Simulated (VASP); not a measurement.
# PbSe (Cmcm) in VASP: single point with PBEsol

Aim: the single point of PbSe with PBEsol.

All numbers are computed with VASP 6.6.1; they aren't measurements. Logs are shortened: lines on timing, memory, paths and dates and some standing lists are left out, and cuts for length are marked.

### 1 Starting point

Symmetry: Cmcm, No. 63, orthorhombic system. Conventional cell: a = 4.310 Å, b = 12.268 Å, c = 4.450 Å, α = 90.00°, β = 90.00°, γ = 90.00°. Pb (site symmetry m2m) is surrounded by 5 Se at 2.82 to 3.10 Å. Se (site symmetry m2m) is surrounded by 5 Pb at 2.82 to 3.10 Å.

Measurements of this composition are mostly on another form, of space group No. 225.

### 2 Single point, PBEsol

INCAR

```
SYSTEM = PbSe
ALGO     = Normal         ! electronic algorithm
EDIFF    = 1E-7           ! SCF threshold, eV
ENCUT    = 520            ! plane-wave cutoff, eV
GGA      = PS             ! functional
ISIF     = 2              ! what is computed and relaxed
ISMEAR   = 0              ! smearing method
LASPH    = .True.         ! aspherical terms in the spheres
LCHARG   = .True.         ! write CHGCAR
LELF     = .True.         ! ELF
LREAL    = .False.        ! projectors in reciprocal space
LVHAR    = .True.       
LWAVE    = .False.        ! write WAVECAR
NBANDS   = 28             ! bands
NELM     = 100            ! most SCF steps
PREC     = Accurate       ! precision mode
SIGMA    = 0.01           ! smearing width, eV
```

KPOINTS

```
k-points
0
Gamma
  4 4 4
  0 0 0
```

POSCAR

```
PbSe
1.0
    2.1548770000     -6.1339470000      0.0000000000
    2.1548770000      6.1339470000      0.0000000000
    0.0000000000      0.0000000000      4.4504940000
Pb Se
2 2
Direct
    0.6317610000      0.3682390000      0.7500000000
    0.3682390000      0.6317610000      0.2500000000
    0.8612900000      0.1387100000      0.7500000000
    0.1387100000      0.8612900000      0.2500000000
```

Potentials or basis: VASP PAW PBE potentials, release 64 (Pb_d, Se).

Launch:

```
$ cat potpaw_PBE.64/Pb_d/POTCAR potpaw_PBE.64/Se/POTCAR > POTCAR
$ mpirun -np 1 vasp_std > vasp.out
```

OUTCAR:

```text
SYSTEM = PbSe
   EDIFF = 1E-7
   ENCUT = 520
   GGA = PS
   ISIF = 2
   ISMEAR = 0
   LASPH = .True.
   LREAL = .False.
   NELM = 100
   PREC = Accurate

 ion  position               nearest neighbor table
   1  0.632  0.368  0.750-   3 2.82   4 3.10   4 3.10   4 3.10   4 3.10   2 3.92   2 3.92
   2  0.368  0.632  0.250-   4 2.82   3 3.10   3 3.10   3 3.10   3 3.10   1 3.92   1 3.92
   3  0.861  0.139  0.750-   1 2.82   2 3.10   2 3.10   2 3.10   2 3.10
   4  0.139  0.861  0.250-   2 2.82   1 3.10   1 3.10   1 3.10   1 3.10

  LATTYP: Found a base centered orthorhombic cell.
 ALAT       =     4.3097540000
 B/A-ratio  =     2.8465415891
 C/A-ratio  =     1.0326561562

  Lattice vectors:

 A1 = (   2.1548770000,  -6.1339470000,   0.0000000000)
 A2 = (   2.1548770000,   6.1339470000,   0.0000000000)
 A3 = (   0.0000000000,   0.0000000000,   4.4504940000)

Analysis of symmetry for initial positions (statically):
=====================================================================
 Subroutine PRICEL returns:
 Original cell was already a primitive cell.

 Routine SETGRP: Setting up the symmetry group for a
 base centered orthorhombic supercell.

 Subroutine GETGRP returns: Found  8 space group operations
 (whereof  4 operations were pure point group operations)
 out of a pool of  8 trial point group operations.

The static configuration has the point symmetry C_2h.
 The point group associated with its full space group is D_2h.

Analysis of symmetry for dynamics (positions and initial velocities):
=====================================================================
 Subroutine PRICEL returns:
 Original cell was already a primitive cell.

 Routine SETGRP: Setting up the symmetry group for a
 base centered orthorhombic supercell.

 Subroutine GETGRP returns: Found  8 space group operations
 (whereof  4 operations were pure point group operations)
 out of a pool of  8 trial point group operations.

The dynamic configuration has the point symmetry C_2h.
 The point group associated with its full space group is D_2h.

 Subroutine INISYM returns: Found  8 space group operations
 (whereof  4 operations are pure point group operations),
 and found     1 'primitive' translations

----------------------------------------------------------------------------------------

                                     Primitive cell

  volume of cell :     117.6524

  direct lattice vectors                    reciprocal lattice vectors
     2.154877000 -6.133947000  0.000000000     0.232031805 -0.081513583  0.000000000
     2.154877000  6.133947000  0.000000000     0.232031805  0.081513583  0.000000000
     0.000000000  0.000000000  4.450494000     0.000000000  0.000000000  0.224694158

  length of vectors
     6.501446046  6.501446046  4.450494000     0.245933371  0.245933371  0.224694158

  position of ions in fractional coordinates (direct lattice)
     0.631761000  0.368239000  0.750000000
     0.368239000  0.631761000  0.250000000
     0.861290000  0.138710000  0.750000000
     0.138710000  0.861290000  0.250000000

  ion indices of the primitive-cell ions
   primitive index   ion index
                 1           1
                 2           2
                 3           3
                 4           4

----------------------------------------------------------------------------------------

 KPOINTS: k-points

Automatic generation of k-mesh.
 Grid dimensions read from file:
 generate k-points for:    4    4    4

 Generating k-lattice:

  Cartesian coordinates                     Fractional coordinates (reciprocal lattice)
     0.058007951 -0.020378396  0.000000000     0.250000000 -0.000000000  0.000000000
     0.058007951  0.020378396  0.000000000    -0.000000000  0.250000000  0.000000000
     0.000000000  0.000000000  0.056173539     0.000000000  0.000000000  0.250000000

  Length of vectors
     0.061483343  0.061483343  0.056173539

  Shift w.r.t. Gamma in fractional coordinates (k-lattice)
     0.000000000  0.000000000  0.000000000

 Subroutine IBZKPT returns following result:
 ===========================================

 Found     21 irreducible k-points:

 Following reciprocal coordinates:
            Coordinates               Weight
  0.000000  0.000000  0.000000      1.000000
  0.250000 -0.000000  0.000000      4.000000
  0.500000 -0.000000  0.000000      2.000000
  0.250000  0.250000  0.000000      2.000000
  0.500000  0.250000  0.000000      4.000000
 -0.250000  0.250000  0.000000      2.000000
[... 13 lines left out ...]
 -0.250000  0.250000  0.500000      2.000000
  0.500000  0.500000  0.500000      1.000000
   k-points           NKPTS =     21   k-points in BZ     NKDIM =     21   number of bands    NBANDS=     28
   number of dos      NEDOS =    301   number of ions     NIONS =      4
   total plane-waves  NPLWV =  82944
   dimension x,y,z NGX =    48 NGY =   48 NGZ =   36
   dimension x,y,z NGXF=    96 NGYF=   96 NGZF=   72
   ions per type =               2   2
   NGX,Y,Z   is equivalent  to a cutoff of  12.27, 12.27, 13.45 a.u.
   NGXF,Y,Z  is equivalent  to a cutoff of  24.55, 24.55, 26.90 a.u.
 SYSTEM =  PbSe
   PREC   = accura    normal or accurate (medium, high low for compatibility)
   ISTART =      0    job   : 0-new  1-cont  2-samecut
   ICHARG =      2    charge: 1-file 2-atom 10-const
   ISPIN  =      1    spin polarized calculation?
   LNONCOLLINEAR =      F non collinear calculations
   LSORBIT =      F    spin-orbit coupling
   LASPH  =      T    aspherical Exc in radial PAW
   ENCUT  =  520.0 eV  38.22 Ry    6.18 a.u.  12.09 12.09  8.27*2*pi/ulx,y,z
   NELM   =    100;   NELMIN=  2; NELMDL= -5     # of ELM steps
   EDIFF  = 0.1E-06   stopping-criterion for ELM
   LREAL  =      F    real-space projection
   EDIFFG = 0.1E-05   stopping-criterion for IOM
   NSW    =      0    number of steps for IOM
   IBRION =     -1    ionic relax: 0-MD 1-quasi-New 2-CG
   NFREE  =      0    steps in history (QN), initial steepest desc. (CG)
   ISIF   =      2    stress and relaxation
   ISYM   =      2    0-nonsym 1-usesym 2-fastsym
   POTIM  = 0.5000    time-step for ionic-motion
   TEBEG  =    0.0;   TEEND  =   0.0 temperature during run
   PSTRESS=    0.0 pullay stress
   NELECT =      40.0000    total number of electrons
   NUPDOWN=      -1.0000    fix difference up-down
   EMIN   =  10.00;   EMAX   =-10.00  energy-range for DOS
   EFERMI =   0.00;   METHOD = LEGACY
   ISMEAR =     0;   SIGMA  =   0.01  broadening in eV -4-tet -1-fermi 0-gaus
   EFERMI_NEDOS =   21; number of points for ismear=-14 and -15
   IALGO  =     38    algorithm
   IMIX   =      4    mixing-type and parameters
     AMIX     =   0.40;   BMIX     =  1.00
     AMIX_MAG =   1.60;   BMIX_MAG =  1.00
  volume/ion in A,a.u.               =      29.41       198.49
  Fermi-wavevector in a.u.,A,eV,Ry     =   1.142601  2.159203 17.762909  1.305537
  Thomas-Fermi vector in A             =   2.279298
   LORBIT       =      0    0 simple, 1 ext, 2 COOP (PROOUT), +10 PAW based schemes
   GGA     = PS    functional components
   LHFCALC =     F    Hartree Fock is set to
   AEXX    =    0.0000 exact exchange contribution
   IVDW    =     0    specifies the selected vdW correction
   LEPSILON=     F    determine dielectric tensor
   LRPA    =     F    only Hartree local field effects (RPA)
 non-spin polarized calculation
 Gauss-broadening in eV      SIGMA  =   0.01
  energy-cutoff  :      520.00
  volume of cell :      117.65
 maximum number of plane-waves:      3192
   NGX = 25   NGY = 25   NGZ = 17

 number of electron      39.9999995 magnetization

 Free energy of the ion-electron system (eV)
  ---------------------------------------------------
  ext. energy  EPLUGINS =         0.00000000
  ---------------------------------------------------
  free energy    TOTEN  =       -17.62946607 eV

  energy without entropy =      -17.62946607  energy(sigma->0) =      -17.62946607

 E-fermi :   4.1730     XC(G=0):  -9.6126

 val. band max:        4.0669234757   @ k =   0.0000   0.0000   0.5000
 cond. band min:       5.2137988848   @ k =   0.5000   0.5000   0.0000
 fundamental gap:      1.1468754091
 Fermi energy:         4.1730129420

 k-point     1 :       0.0000    0.0000    0.0000
  band No.  band energies     occupation
      1     -12.2796      2.00000
      2     -12.1931      2.00000
      3     -12.1856      2.00000
      4     -12.1855      2.00000
      5     -12.1648      2.00000
      6     -12.1594      2.00000
[... 20 lines left out ...]
     27       9.6018      0.00000
     28      10.9652      0.00000

 k-point     2 :       0.2500   -0.0000    0.0000
  band No.  band energies     occupation
      1     -12.2516      2.00000
      2     -12.1860      2.00000
      3     -12.1850      2.00000
      4     -12.1777      2.00000
      5     -12.1671      2.00000
      6     -12.1626      2.00000
[... 20 lines left out ...]
     27      10.6251      0.00000
     28      11.5366      0.00000

 k-point     3 :       0.5000   -0.0000    0.0000
  band No.  band energies     occupation
      1     -12.2078      2.00000
      2     -12.2010      2.00000
      3     -12.1916      2.00000
      4     -12.1914      2.00000
      5     -12.1639      2.00000
      6     -12.1596      2.00000
[... 20 lines left out ...]
     27      12.0240      0.00000
     28      12.9083      0.00000

 k-point     4 :       0.2500    0.2500    0.0000
  band No.  band energies     occupation
      1     -12.2079      2.00000
      2     -12.2006      2.00000
      3     -12.1973      2.00000
      4     -12.1838      2.00000
      5     -12.1650      2.00000
      6     -12.1592      2.00000
[... 20 lines left out ...]
     27      12.1660      0.00000
     28      12.3441      0.00000

 k-point     5 :       0.5000    0.2500    0.0000
  band No.  band energies     occupation
      1     -12.2466      2.00000
      2     -12.1864      2.00000
      3     -12.1851      2.00000
      4     -12.1721      2.00000
      5     -12.1714      2.00000
      6     -12.1615      2.00000
[... 20 lines left out ...]
     27      10.3959      0.00000
     28      11.9728      0.00000

 k-point     6 :      -0.2500    0.2500    0.0000
  band No.  band energies     occupation
      1     -12.2762      2.00000
      2     -12.1957      2.00000
      3     -12.1750      2.00000
      4     -12.1742      2.00000
      5     -12.1690      2.00000
      6     -12.1657      2.00000
[... 370 lines left out ...]
      5     -12.1577      2.00000
      6     -12.1577      2.00000
[... 20 lines left out ...]
     27      10.6757      0.00000
     28      10.6757      0.00000

 k-point    19 :       0.5000    0.2500    0.5000
  band No.  band energies     occupation
      1     -12.2421      2.00000
      2     -12.2421      2.00000
      3     -12.1847      2.00000
      4     -12.1847      2.00000
      5     -12.1502      2.00000
      6     -12.1502      2.00000
[... 20 lines left out ...]
     27      10.6476      0.00000
     28      10.6476      0.00000

 k-point    20 :      -0.2500    0.2500    0.5000
  band No.  band energies     occupation
      1     -12.2156      2.00000
      2     -12.2156      2.00000
      3     -12.1851      2.00000
      4     -12.1851      2.00000
      5     -12.1596      2.00000
      6     -12.1596      2.00000
[... 20 lines left out ...]
     27      12.9732      0.00000
     28      12.9732      0.00000

 k-point    21 :       0.5000    0.5000    0.5000
  band No.  band energies     occupation
      1     -12.2177      2.00000
      2     -12.2177      2.00000
      3     -12.1805      2.00000
      4     -12.1805      2.00000
      5     -12.1598      2.00000
      6     -12.1598      2.00000
[... 20 lines left out ...]
     27      12.2258      0.00000
     28      12.2258      0.00000

------------------------ aborting loop because EDIFF is reached ----------------------------------------

  FORCE on cell =-STRESS in cart. coord.  units (eV):
  Direction    XX          YY          ZZ          XY          YZ          ZX
  --------------------------------------------------------------------------------------
  -------------------------------------------------------------------------------------
  Total       -1.3499791     -1.3002317     -1.4482476      0.0000000     -0.0000000      0.0000000
  in kB      -18.3838689    -17.7064137    -19.7220782      0.0000000     -0.0000000      0.0000000
  external PRESSURE =     -18.6041203 kB  Pullay stress =       0.0000000 kB

 VOLUME and BASIS-vectors are now :
 -----------------------------------------------------------------------------
  energy-cutoff  :      520.00
  volume of cell :      117.65
      direct lattice vectors                 reciprocal lattice vectors
     2.154877000 -6.133947000  0.000000000     0.232031805 -0.081513583  0.000000000
     2.154877000  6.133947000  0.000000000     0.232031805  0.081513583  0.000000000
     0.000000000  0.000000000  4.450494000     0.000000000  0.000000000  0.224694158

 POSITION                                       TOTAL-FORCE (eV/Angst)
 -----------------------------------------------------------------------------------
      2.15488     -1.61643      3.33787         0.000000     -0.016934      0.000000
      2.15488      1.61643      1.11262         0.000000      0.016934      0.000000
      2.15488     -4.43227      3.33787         0.000000      0.004049     -0.000000
      2.15488      4.43227      1.11262         0.000000     -0.004049     -0.000000
 -----------------------------------------------------------------------------------
    total drift:                                0.000000      0.000000      0.000000

  FREE ENERGIE OF THE ION-ELECTRON SYSTEM (eV)
  ---------------------------------------------------
  free  energy   TOTEN  =       -17.6294660721 eV

  energy  without entropy=      -17.6294660721  energy(sigma->0) =      -17.62946607
```

It took 80 s on 1 thread of Intel Xeon Platinum 8259CL at 2.50GHz (Skylake/Cascade Lake), shared host; peak memory 0.31 GiB.

What came out:

```
Free energy            : -17.6295 eV
Pressure               : -1.9 GPa
Largest force          : 0.017 eV/Å
Band gap on the k mesh : 1.15 eV, indirect (least direct gap 1.39 eV)
```

Forces in eV/Å, atoms in the order of the input:
```
Pb   0.000 -0.017  0.000
Pb   0.000  0.017  0.000
Se   0.000  0.004  0.000
Se   0.000 -0.004  0.000
```

Caveat: the PAW data sets were made with another functional, which shifts forces and pressure a little; spin-orbit coupling is left out, which as a rule narrows the gap of such compounds by several tenths of an eV. A k mesh can miss the band edges.
